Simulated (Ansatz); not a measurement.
Computed with DFT PBEsol, scalar-relativistic, plane waves, PAW in Ansatz.

Settings: cutoff 420 eV, Γ-centred mesh 9×9×9 on the computed 4-atom cell, Gaussian smearing of 0.02 eV; no spin polarisation.

```xyz
4
Lattice="1.5391 0.8886 4.7216 -1.5391 0.8886 4.7216 0.0000 -1.7772 4.7216" Properties=species:S:1:pos:R:3 pbc="T T T"
Sc    0.0000    0.0000    0.0000
H     0.0000    0.0000    7.0824
O     0.0000    0.0000    8.1319
O     0.0000    0.0000    6.0328
```

(1) Is this geometry at equilibrium? Which atom feels the largest force?

(2) Give all forces and the stress.

Results:

(1) It isn't. Atom 3 (O) feels (0.00, 0.00, 8.79) eV/Å, 8.792 eV/Å in size, and symmetry-related atoms feel the same size.

(2)
```
atom Fx Fy Fz
 Sc1  0.000  0.000   0.000
  H2  0.000  0.000   0.000
  O3  0.000  0.000   8.792
  O4  0.000  0.000  -8.792
```
Stress (GPa, compression positive):
```
-0.26  0.00  0.00
 0.00 -0.26  0.00
 0.00  0.00 15.66
```